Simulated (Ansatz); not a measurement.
# V under changes of volume

One of the cells (13.891 Å³/atom); the others are scaled copies at fixed shape and fractional positions:

```
V
1.0
    -1.51435    1.51435    1.51435
     1.51435   -1.51435    1.51435
     1.51435    1.51435   -1.51435
V
1
Direct
  0.00000 0.00000 0.00000
```

| Property | Result |
| --- | --- |
| Program | Ansatz 0.2.0 |
| Functional | LDA |
| Potentials or basis | Ansatz PAW |
| Cutoff | 420 eV (not typed: the program's choice for these potentials) |
| k mesh | 12 × 12 × 12 |
| Occupations | fermi-dirac, width 0.05 eV |
| Spin | collinear spin, ferromagnetic start |
| Starting moments | [2.0] μB |

```csv
volume (Å³/atom),energy over the lowest point (meV/atom),pressure (GPa)
13.058,0.00,-8.3
13.336,17.63,-11.8
13.613,40.92,-14.9
13.891,?,?
14.169,102.51,-20.4
14.447,139.94,-22.7
14.725,181.23,-24.8
```

Q: What does the run at 13.891 Å³/atom give?

A: Energy over the lowest point 69.36 meV/atom; pressure -17.8 GPa.

Worked out: A Birch-Murnaghan fit of order 3 (a polynomial in V^(-2/3)) to the other rows has no minimum within the range. It gives 69.36 meV/atom at 13.891 Å³/atom, against the run's 69.36, and -dE/dV = -17.8 GPa, against -17.8.

Energies are extrapolated to zero smearing.

Caveats: the PAW data sets come from PBE, with cores solved anew for the run's functional, which leaves a small shift of forces and pressure; the starting moments weren't kept.
